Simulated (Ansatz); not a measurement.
**Squeezing Ca (simple hexagonal type)**

```
CELL_PARAMETERS angstrom
3.75800 0.00000 0.00000
-1.87900 3.25453 0.00000
0.00000 0.00000 3.51426
ATOMIC_POSITIONS crystal
Ca 0.00000 0.00000 0.00000
```

The cell comes from a relaxation on PAW files under the same functional, begun from a prototype that needn't be the stable phase.

Its volume is scaled, and at each volume shape and atoms are relaxed on PAW files; all methods then take that cell.

Level of theory: DFT with PBE, scalar-relativistic, in Ansatz 0.2.0; a Γ-centred 12×12×11 k mesh, Fermi–Dirac smearing of 0.08 eV, no spin polarisation. LAPW: all electrons, basis error target 1 meV/atom; PAW: frozen-core files, cutoff 420 eV; crystal datasets: all electrons, by PAW datasets that the program makes for each cell; norm-conserving: pseudopotentials, cutoff 925 eV; PAW (cutoff 300 eV): frozen-core files, cutoff 300 eV.

Energies are extrapolated to zero smearing and count from the unscaled cell; pressure is positive in compression; gaps take the mesh and a band path. No temperature or zero-point motion is included.

| V/V0 | V (Å³/atom) | P LAPW (GPa) | ΔE LAPW (eV/atom) | P PAW − LAPW (GPa) | ΔE PAW − LAPW (meV/atom) | space group | shortest distance (Å) |
| --- | --- | --- | --- | --- | --- | --- | --- |
| 1.00 | 42.98 | 0.01 | 0.000 | 0.00 | 0.0 | P6/mmm | 3.514 |
| 0.92 | 39.54 | 1.23 | 0.012 | 0.00 | 0.0 | P6/mmm | 3.399 |
| 0.84 | 36.10 | 2.97 | 0.054 | 0.00 | 0.0 | P6/mmm | 3.278 |
| 0.76 | 32.67 | 5.44 | 0.141 | 0.00 | 0.0 | P6/mmm | 3.152 |
| 0.68 | 29.23 | 9.17 | 0.292 | 0.00 | 0.0 | P6/mmm | ? |
| 0.60 | 25.79 | 15.06 | 0.546 | 0.00 | 0.1 | P6/mmm | 2.897 |
| 0.52 | 22.35 | 24.2 | 0.959 | 0.00 | 0.2 | P6/mmm | ? |
| 0.45 | 19.34 | 37.1 | 1.525 | 0.00 | 0.3 | P6/mmm | 2.631 |

Task: Fill in "shortest distance (Å)" for the row "0.52".

Result: 2.760.

Task: Give the missing entry: row "0.68", column "shortest distance (Å)".

Result: 3.020.

Task: Fit the Vinet equation to the LAPW pressures over the whole range, with residuals weighted by 1/(|P| + 0.03·Pmax).

Result: V0 = 43.03 Å³/atom, B0 = 12.3 GPa and B0′ = 3.62, and the fit misses no point by more than 0.21 GPa. A fit over so wide a range pins B0 less well than one near rest.

Task: At the smallest volume, how far do crystal datasets and norm-conserving and PAW (cutoff 300 eV) lie from LAPW in pressure?

Result: crystal datasets: 0.00 GPa; norm-conserving: -0.12 GPa; PAW (cutoff 300 eV): +0.16 GPa, on a LAPW pressure of 37.1 GPa.
